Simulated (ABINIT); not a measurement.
# Hf (Im-3m) in ABINIT: a series of runs

The runs below take Hf through relaxation of cell and atoms, single point, with LDA.

Everything below comes from runs of ABINIT 10.8.3 (patched build). Logs are shortened: lines on timing, memory, paths and dates and some standing lists are left out, and cuts for length are marked. The log counts tension as positive stress, the text compression.

### Step 1. Starting point

The structure is cubic, space group Im-3m (No. 229). Conventional cell: a = 3.610 Å, b = 3.610 Å, c = 3.610 Å, α = 90.00°, β = 90.00°, γ = 90.00°. Around Hf (site symmetry m-3m) lie 8 Hf at 3.13 Å.

This isn't the form of Hf at room conditions, which is hcp.

### Step 2. Relaxation of cell and atoms, LDA

run.abi reads:

```
# Pseudopotentials
pp_dirpath "./"
pseudos "Hf.upf"

# Structure
acell 3.1263517077 3.1263517077 3.1263517077 Angstrom
rprim
    -0.5773502692     0.5773502692     0.5773502692
     0.5773502692    -0.5773502692     0.5773502692
     0.5773502692     0.5773502692    -0.5773502692
ntypat 1
znucl 72
natom 1
typat 1
chkprim 0
chksymtnons 0
tolsym 1.0e-6
xred
            0.0            0.0            0.0

# Plane-wave basis
ecut 29.0
ecutsm 0.5

# k points
kptopt 1
ngkpt 8 8 8
nshiftk 1
shiftk 0.0 0.0 0.0

# Exchange and correlation
ixc 7

# Bands and occupations
nband 10
occopt 3
tsmear 0.05 eV

# SCF cycle
nstep 80
tolvrs 1.0e-12

# Output
iomode 3
prteig 0
prtebands 0
prtwf 0
prtden 0

# Relaxation
ionmov 2
optcell 2
ntime 50
tolmxf 2.0e-5
dilatmx 1.08
```

Potentials or basis: PseudoDojo NC SR LDA v0.4.1 standard.

Launch:

```console
$ abinit run.abi > log 2>&1
```

run.abo:

```text
.Version 10.8.3 of ABINIT
 Symmetries : space group Im -3 m (#229); Bravais cI (body-center cubic)
================================================================================
 Values of the parameters that define the memory need of the present run
     intxc =       0    ionmov =       2      iscf =       7    lmnmax =       8
     lnmax =       8     mgfft =      32  mpssoang =       4    mqgrid =    3001
     natom =       1  nloc_mem =       1    nspden =       1   nspinor =       1
    nsppol =       1      nsym =      48    n1xccc =    2501    ntypat =       1
    occopt =       3   xclevel =       1
       mpw =        1508          nfft =       32768          nkpt =          29
================================================================================
================================================================================

--------------------------------------------------------------------------------
------------- Echo of variables that govern the present computation ------------
--------------------------------------------------------------------------------
 -outvars: echo values of preprocessed input variables --------
            acell      5.9079485008E+00  5.9079485008E+00  5.9079485008E+00 Bohr
              amu      1.78490000E+02
          chkprim           0
      chksymtnons           0
          dilatmx      1.08000000E+00
             ecut      2.90000000E+01 Hartree
           ecutsm      5.00000000E-01 Hartree
           ionmov           2
              ixc           7
         kptrlatt        8    0    0      0    8    0      0    0    8
          kptrlen      4.72635880E+01
            natom           1
            nband          10
            ngfft          32      32      32
             nkpt          29
            nstep          80
             nsym          48
            ntime          50
           ntypat           1
           occopt           3
          optcell           2
           prtden           0
        prtebands           0
           prteig           0
            prtwf           0
            rprim     -5.7735026920E-01  5.7735026920E-01  5.7735026920E-01
                       5.7735026920E-01 -5.7735026920E-01  5.7735026920E-01
                       5.7735026920E-01  5.7735026920E-01 -5.7735026920E-01
          spgroup         229
           tolmxf      2.00000000E-05
           tolsym      1.00000000E-06
           tolvrs      1.00000000E-12
           tsmear      1.83746611E-03 Hartree
            typat      1
            znucl       72.00000

================================================================================

 chkinp: Checking input parameters for consistency.

================================================================================
== DATASET  1 ==================================================================

--- !DatasetInfo
iteration_state: {dtset: 1, }
dimensions: {natom: 1, nkpt: 29, mband: 10, nsppol: 1, nspinor: 1, nspden: 1, mpw: 1508, }
cutoff_energies: {ecut:  29.0, pawecutdg:  -1.0, }
electrons: {nelect:   1.20000000E+01, charge:   0.00000000E+00, occopt:   3.00000000E+00, tsmear:   1.83746611E-03, }
meta: {optdriver: 0, ionmov: 2, optcell: 2, iscf: 7, paral_kgb: 0, }
...

 Exchange-correlation functional for the present dataset will be:
  LDA: Perdew-Wang 92 LSD fit to Ceperley-Alder data - ixc=7
  J.P.Perdew and Y.Wang, PRB 45, 13244 (1992)

 Real(R)+Recip(G) space primitive vectors, cartesian coordinates (Bohr,Bohr^-1):
 R(1)= -3.4109557  3.4109557  3.4109557  G(1)=  0.0000000  0.1465865  0.1465865
 R(2)=  3.4109557 -3.4109557  3.4109557  G(2)=  0.1465865  0.0000000  0.1465865
 R(3)=  3.4109557  3.4109557 -3.4109557  G(3)=  0.1465865  0.1465865  0.0000000
 Unit cell volume ucvol=  1.5874067E+02 bohr^3
 Angles (23,13,12)=  1.09471221E+02  1.09471221E+02  1.09471221E+02 degrees

 getcut: wavevector=  0.0000  0.0000  0.0000  ngfft=  32  32  32
         ecut(hartree)=     33.826   => boxcut(ratio)=   2.07085

--- Pseudopotential description ------------------------------------------------
- pspini: atom type   1  psp file is ./Hf.upf
  72.00000  12.00000  180309                  znucl, zion, pspdat
12 -1012 3 -1 1618                            pspcod,pspxc,lmax,lloc,mmax
     nproj     2     2     2     2

   2.63260789E+02                                ecore*ucvol(ha*bohr**3)
--------------------------------------------------------------------------------

================================================================================

=== [ionmov= 2] Broyden-Fletcher-Goldfarb-Shanno method (forces)
================================================================================

--- Iteration: ( 1/50) Internal Cycle: (1/1)
--------------------------------------------------------------------------------

---SELF-CONSISTENT-FIELD CONVERGENCE--------------------------------------------

--- !BeginCycle
iteration_state: {dtset: 1, itime: 1, icycle: 1, }
solver: {iscf: 7, nstep: 80, nline: 4, wfoptalg: 0, }
tolerances: {tolvrs: 1.00E-12, }
...

     iter   Etot(hartree)      deltaE(h)  residm     vres2
 ETOT  1  -56.420123532018    -5.642E+01 1.786E-01 1.443E+01
 ETOT  2  -56.436316980486    -1.619E-02 2.939E-03 4.529E-01
 ETOT  3  -56.436407008499    -9.003E-05 9.709E-04 5.891E-04
 ETOT  4  -56.436407110237    -1.017E-07 1.777E-03 1.265E-05
 ETOT  5  -56.436407112100    -1.863E-09 1.412E-03 4.373E-08
 ETOT  6  -56.436407112105    -4.988E-12 1.367E-03 5.757E-10
 ETOT  7  -56.436407112105     1.421E-14 7.596E-04 2.877E-12
 ETOT  8  -56.436407112105     2.842E-13 4.942E-04 2.187E-14

 At SCF step    8       vres2   =  2.19E-14 < tolvrs=  1.00E-12 =>converged.

 Cartesian components of stress tensor (hartree/bohr^3)
  sigma(1 1)=  4.64747183E-04  sigma(3 2)=  0.00000000E+00
  sigma(2 2)=  4.64747183E-04  sigma(3 1)=  0.00000000E+00
  sigma(3 3)=  4.64747183E-04  sigma(2 1)=  0.00000000E+00

--- !ResultsGS
iteration_state: {dtset: 1, itime: 1, icycle: 1, }
comment   : Summary of ground state results
lattice_vectors:
- [ -3.4109557,   3.4109557,   3.4109557, ]
- [  3.4109557,  -3.4109557,   3.4109557, ]
- [  3.4109557,   3.4109557,  -3.4109557, ]
lattice_lengths: [   5.90795,    5.90795,    5.90795, ]
lattice_angles: [109.471, 109.471, 109.471, ] # degrees, (23, 13, 12)
lattice_volume:   1.5874067E+02
convergence: {deltae:  2.842E-13, res2:  2.187E-14, residm:  4.942E-04, diffor: null, }
etotal    :  -5.64364071E+01
entropy   :   0.00000000E+00
fermie    :   3.44130605E-01
cartesian_stress_tensor: # hartree/bohr^3
- [  4.64747183E-04,   0.00000000E+00,   0.00000000E+00, ]
- [  0.00000000E+00,   4.64747183E-04,   0.00000000E+00, ]
- [  0.00000000E+00,   0.00000000E+00,   4.64747183E-04, ]
pressure_GPa:  -1.3673E+01
xred      :
- [  0.0000E+00,   0.0000E+00,   0.0000E+00, Hf]
cartesian_forces: # hartree/bohr
- [ -0.00000000E+00,  -0.00000000E+00,  -0.00000000E+00, ]
force_length_stats: {min:   0.00000000E+00, max:   0.00000000E+00, mean:   0.00000000E+00, }
...
[... 358 lines left out ...]
---OUTPUT-----------------------------------------------------------------------

 Cartesian coordinates (xcart) [bohr]
  0.00000000000000E+00  0.00000000000000E+00  0.00000000000000E+00
 Reduced coordinates (xred)
  0.00000000000000E+00  0.00000000000000E+00  0.00000000000000E+00
 Cartesian forces (fcart) [Ha/bohr]; max,rms= 0.00000E+00 0.00000E+00 (free atoms)
 -0.00000000000000E+00 -0.00000000000000E+00 -0.00000000000000E+00
 Gradient of E wrt nuclear positions in reduced coordinates (gred)
 -0.00000000000000E+00 -0.00000000000000E+00 -0.00000000000000E+00
 Scale of Primitive Cell (acell) [bohr]
  5.61979153218159E+00  5.61979153218159E+00  5.61979153218159E+00
 Real space primitive translations (rprimd) [bohr]
 -3.24458815389462E+00  3.24458815389462E+00  3.24458815389462E+00
  3.24458815389462E+00 -3.24458815389462E+00  3.24458815389462E+00
  3.24458815389462E+00  3.24458815389462E+00 -3.24458815389462E+00
 Unitary Cell Volume (ucvol) [Bohr^3]=  1.36627690107185E+02
 Angles (23,13,12)= [degrees]
  1.09471220634491E+02  1.09471220634491E+02  1.09471220634491E+02
 Lengths [Bohr]
  5.61979153218159E+00  5.61979153218159E+00  5.61979153218159E+00
 Stress tensor in cartesian coordinates (strten) [Ha/bohr^3]
  1.05632799099822E-07  0.00000000000000E+00  0.00000000000000E+00
  0.00000000000000E+00  1.05632799096353E-07  0.00000000000000E+00
  0.00000000000000E+00  0.00000000000000E+00  1.05632799092883E-07
 Total energy (etotal) [Ha]= -5.64421312153412E+01

 Difference of energy with previous step (new-old):
           Absolute (Ha)=-7.09433E-07
           Relative     =-1.25692E-08

 At Broyd/MD step   5, gradients are converged :
  max grad (force/stress) = 1.0563E-05 < tolmxf= 2.0000E-05 ha/bohr (free atoms)

================================================================================

 ----iterations are completed or convergence reached----

 Mean square residual over all n,k,spin=   40.610E-16; max=  51.568E-14
 reduced coordinates (array xred) for    1 atoms
       0.000000000000      0.000000000000      0.000000000000
 rms dE/dt=  0.0000E+00; max dE/dt=  0.0000E+00; dE/dt below (all hartree)
    1       0.000000000000      0.000000000000      0.000000000000

 cartesian coordinates (angstrom) at end:
    1      0.00000000000000     0.00000000000000     0.00000000000000

 cartesian forces (hartree/bohr) at end:
    1     -0.00000000000000    -0.00000000000000    -0.00000000000000
 frms,max,avg= 0.0000000E+00 0.0000000E+00   0.000E+00  0.000E+00  0.000E+00 h/b

 cartesian forces (eV/Angstrom) at end:
    1     -0.00000000000000    -0.00000000000000    -0.00000000000000
 frms,max,avg= 0.0000000E+00 0.0000000E+00   0.000E+00  0.000E+00  0.000E+00 e/A
 length scales=  5.619791532182  5.619791532182  5.619791532182 bohr
              =  2.973865606839  2.973865606839  2.973865606839 angstroms
 Fermi (or HOMO) energy (hartree) =   0.41302   Average Vxc (hartree)=  -0.46018
 Eigenvalues (hartree) for nkpt=  29  k points:
 kpt#   1, nband= 10, wtk=  0.00195, kpt=  0.0000  0.0000  0.0000 (reduced coord)
  -1.83781   -0.66698   -0.66698   -0.66698    0.14428    0.46922    0.46922    0.46922
   0.58310    0.58310
      occupation numbers for kpt#   1
   2.00000    2.00000    2.00000    2.00000    2.00000    0.00000    0.00000    0.00000
   0.00000    0.00000
 prteigrs : prtvol=0 or 1, do not print more k-points.

--- !EnergyTerms
iteration_state     : {dtset: 1, itime: 5, icycle: 1, }
comment             : Components of total free energy in Hartree
kinetic             :  1.46216746696623E+01
hartree             :  6.59817200800234E+00
xc                  : -1.41750070886400E+01
Ewald energy        : -4.03787469990764E+01
psp_core            :  1.92684798317896E+00
local_psp           : -2.75723258176526E+01
non_local_psp       :  2.53783114418326E+00
internal            : -5.64415541003421E+01
'-kT*entropy'       : -5.77114999170497E-04
total_energy        : -5.64421312153412E+01
total_energy_eV     : -1.53586863304699E+03
band_energy         : -6.41064086947567E+00
...

 Cartesian components of stress tensor (hartree/bohr^3)
  sigma(1 1)=  1.05632799E-07  sigma(3 2)=  0.00000000E+00
  sigma(2 2)=  1.05632799E-07  sigma(3 1)=  0.00000000E+00
  sigma(3 3)=  1.05632799E-07  sigma(2 1)=  0.00000000E+00

-Cartesian components of stress tensor (GPa)         [Pressure= -3.1078E-03 GPa]
- sigma(1 1)=  3.10782425E-03  sigma(3 2)=  0.00000000E+00
- sigma(2 2)=  3.10782425E-03  sigma(3 1)=  0.00000000E+00
- sigma(3 3)=  3.10782425E-03  sigma(2 1)=  0.00000000E+00

== END DATASET(S) ==============================================================
================================================================================

 -outvars: echo values of variables after computation  --------
            acell      5.6197915322E+00  5.6197915322E+00  5.6197915322E+00 Bohr
           etotal     -5.6442131215E+01
            fcart     -0.0000000000E+00 -0.0000000000E+00 -0.0000000000E+00
            rprim     -5.7735026919E-01  5.7735026919E-01  5.7735026919E-01
                       5.7735026919E-01 -5.7735026919E-01  5.7735026919E-01
                       5.7735026919E-01  5.7735026919E-01 -5.7735026919E-01
           strten      1.0563279910E-07  1.0563279910E-07  1.0563279909E-07
                       0.0000000000E+00  0.0000000000E+00  0.0000000000E+00
 Calculation completed.
```

Run time: 45 s. Hardware: 1 thread of Arm Neoverse V1, shared host; peak memory 0.07 GiB.

Results:

| Property | Result |
| --- | --- |
| Free energy | -1535.8686 eV |
| Relaxed volume | 20.25 Å³/atom |
| Relaxed cell | a = 2.974 Å, b = 2.974 Å, c = 2.974 Å, α = 109.47°, β = 109.47°, γ = 109.47° |
| Space group after relaxing (to 0.05 Å) | Im-3m (No. 229) |
| Energy gained by relaxing | 155.8 meV/atom |
| Ionic steps | 5 |
| Pressure after relaxing | 0.0 GPa |
| Band gap on the k mesh | none (metal or under the smearing width) |

The path:
```
step  energy change (eV)  largest force (eV/Å)  pressure (GPa)  volume (Å³)
   1              0.0000                0.0000          -13.67        23.52
   2             -0.0736                0.0000          -10.54        22.55
   3             -0.1541                0.0000            1.78        19.95
   4             -0.1557                0.0000           -0.19        20.28
   5             -0.1558                0.0000            0.00        20.25
```

Final structure:
```
CELL_PARAMETERS angstrom
-1.71696 1.71696 1.71696
1.71696 -1.71696 1.71696
1.71696 1.71696 -1.71696
ATOMIC_POSITIONS crystal
Hf 0.00000 0.00000 0.00000
```

Caveat: the volume moved by -14 % from the deposited cell, more than functionals usually miss.

### Step 3. Single point, LDA (cell relaxed)

run.abi reads:

```
pp_dirpath "./"
pseudos "Hf.upf"

acell 2.9738656092 2.9738656092 2.9738656092 Angstrom
rprim
    -0.5773502692     0.5773502692     0.5773502692
     0.5773502692    -0.5773502692     0.5773502692
     0.5773502692     0.5773502692    -0.5773502692
ntypat 1
znucl 72
natom 1
typat 1
xcart
     0.0000000000     0.0000000000     0.0000000000
chkprim 0
chksymtnons 0
tolsym 1.0e-6

ecut 29.0

kptopt 1
ngkpt 8 8 8
nshiftk 1
shiftk 0.0 0.0 0.0

ixc 7

nband 10
occopt 3
tsmear 0.00183747

nstep 100
tolvrs 1.0e-10

iomode 3
prtwf 0
prteig 0
prtebands 0
enunit 1
prtden 1
prtvha 1
prtvclmb 1
prtpot 1
prtelf 1
```

Potentials or basis: PseudoDojo NC SR LDA v0.4.1 standard.

Launch:

```console
$ abinit run.abi > log 2>&1
```

Run time: 8.3 s. Hardware: 1 thread of Arm Neoverse V1, shared host; peak memory 0.07 GiB.

Results (log left out):

```yaml
Free_energy: -1535.8687 eV
Pressure: 0.0 GPa
Band_gap_on_the_k_mesh: none (metal or under the smearing width)
Valence_electrons_inside_the_program's_atomic_spheres: Hf 8.49 (radii [1.0584] Å)
```

Levels at points of the mesh, in eV from the Fermi level:
```
           k point  band 3  band 4  band 5  band 6  band 7  band 8  band 9  band 10
(0.00, 0.00, 0.00)  -29.39  -29.39   -7.31    1.53    1.53    1.53    4.63     4.63
(0.50, 0.00, 0.00)  -29.75  -29.40   -3.69   -0.72    1.61    4.50    5.61     8.49
(0.50, 0.50, 0.50)  -30.18  -30.18   -3.01   -3.01    7.51    7.51    7.54     8.11
```

Spin-orbit coupling is left out, which matters for the levels of Hf.
